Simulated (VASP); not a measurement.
## Hf: relaxation of cell and atoms with PBEsol

The system is Hf.

```
Hf
1.0
     3.19670    0.00000    0.00000
    -1.59835    2.76842    0.00000
     0.00000    0.00000    5.05780
Hf
2
Direct
  0.33333 0.66667 0.25000
  0.66667 0.33333 0.75000
```

```
Program                : VASP 6.6.1
Task                   : relaxation of cell and atoms
Functional             : PBEsol
Potentials or basis    : VASP PAW PBE potentials, release 64 (Hf_pv)
Cutoff                 : 520 eV
k mesh                 : 15 × 15 × 8
Occupations            : gaussian, width 0.1 eV
Spin                   : no spin polarisation
Further INCAR settings : ALGO = Normal; EDIFF = 1e-07; IBRION = 2; EDIFFG = -0.002; NSW = 80; ISIF = 3
```

| Item | Value |
| --- | --- |
| Relaxed volume | 21.54 Å³/atom |
| Relaxed cell | a = 3.158 Å, b = 3.158 Å, c = 4.988 Å, α = 90.00°, β = 90.00°, γ = 120.00° |
| Space group after relaxing (to 0.05 Å) | P6_3/mmc (No. 194) |
| Energy gained by relaxing | 11.2 meV/atom |
| Ionic steps | 7 |
| Pressure after relaxing | 0.0 GPa |
| Band gap on the k mesh | none (metal or under the smearing width) |

Step by step:
| step | energy change (eV) | largest force (eV/Å) | pressure (GPa) | volume (Å³) |
| --- | --- | --- | --- | --- |
| 1 | 0.0000 | 0.0000 | -4.14 | 44.76 |
| 2 | 0.0117 | 0.0000 | 5.80 | 41.12 |
| 3 | -0.0224 | 0.0000 | -0.04 | 43.09 |
| 4 | -0.0224 | 0.0000 | 0.05 | 43.06 |
| 5 | -0.0224 | 0.0000 | -0.05 | 43.09 |
| 6 | -0.0224 | 0.0000 | -0.02 | 43.08 |
| 7 | -0.0224 | 0.0000 | 0.00 | 43.08 |

Final structure:
```cif
data_structure
_symmetry_space_group_name_H-M 'P 1'
_symmetry_Int_Tables_number 1
_cell_length_a 3.1580
_cell_length_b 3.1580
_cell_length_c 4.9876
_cell_angle_alpha 90.000
_cell_angle_beta 90.000
_cell_angle_gamma 120.000
_cell_volume 43.08
loop_
_atom_site_label
_atom_site_type_symbol
_atom_site_fract_x
_atom_site_fract_y
_atom_site_fract_z
_atom_site_occupancy
Hf1 Hf 0.33333 0.66667 0.25000 1
Hf2 Hf 0.66667 0.33333 0.75000 1
```

Levels at points of the mesh, in eV from the Fermi level:
```tsv
k point	band 6	band 7	band 8	band 9	band 10	band 11	band 12	band 13	band 14
(0.00, 0.00, 0.00)	-30.02	-7.52	-3.84	0.82	1.17	1.17	1.48	2.03	2.03
(0.00, 0.00, 0.50)	-30.09	-5.47	-5.47	0.14	0.14	1.05	1.05	1.05	1.05
```

Run time: 87 s on 1 thread of Intel(R) Xeon(R) 6975P-C (Granite Rapids), on a shared host, peak memory 0.22 GiB.

Caveat: the PAW data sets were made with another functional, which shifts forces and pressure a little. Spin-orbit coupling is left out, which matters for the levels of Hf.
